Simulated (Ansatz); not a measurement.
## Compressing InAs: a fit and a missing row

InAs, F-43m, a = 6.186 Å. Ansatz: PBE, PAW, 420 eV, Γ-centred 12×12×12 mesh on 2 atoms, Gaussian smearing 0.10 eV; no spin polarisation. Symmetry fixes shape and atoms, so the cell is only scaled; pressure is positive in compression.

| V (Å³/atom) | P (GPa) |
| --- | --- |
| 26.043 | 8.40 |
| 26.931 | ? |
| 27.819 | 3.48 |
| 28.707 | 1.59 |
| 29.594 | 0.00 |
| 30.482 | -1.33 |
| 31.370 | -2.45 |
| 32.554 | -3.67 |

Problem. Take V0 = 29.594 Å³/atom, fit the third-order Birch–Murnaghan form to the other rows, and predict the missing pressure.

Solution. With the Eulerian strain f = ½[(V0/V)^(2/3) − 1] and y = P/[3f(1 + 2f)^(5/2)], the form is the line y = B0 + 1.5 B0 (B0′ − 4) f. Rows (f, y): 0.04448, 50.9; 0.02105, 49.7; 0.01025, 49.1; -0.00976, 47.7; -0.01905, 47.2; -0.03079, 46.6. Means f = 0.002697, y = 48.533; Σ(Δf)² = 0.003889, ΣΔfΔy = 0.2287; the slope is their ratio. y = 48.37 + 58.80 f GPa, so B0 = 48.4 GPa and B0′ = 4 + 2 × (58.80)/(3 × 48.37) = 4.81. At V = 26.931, f = 0.03244, y = 50.28 and P = 5.73 GPa. The run gave 5.73 GPa, the same to the digits shown. Note that the gap is closed there and open in the run one row up.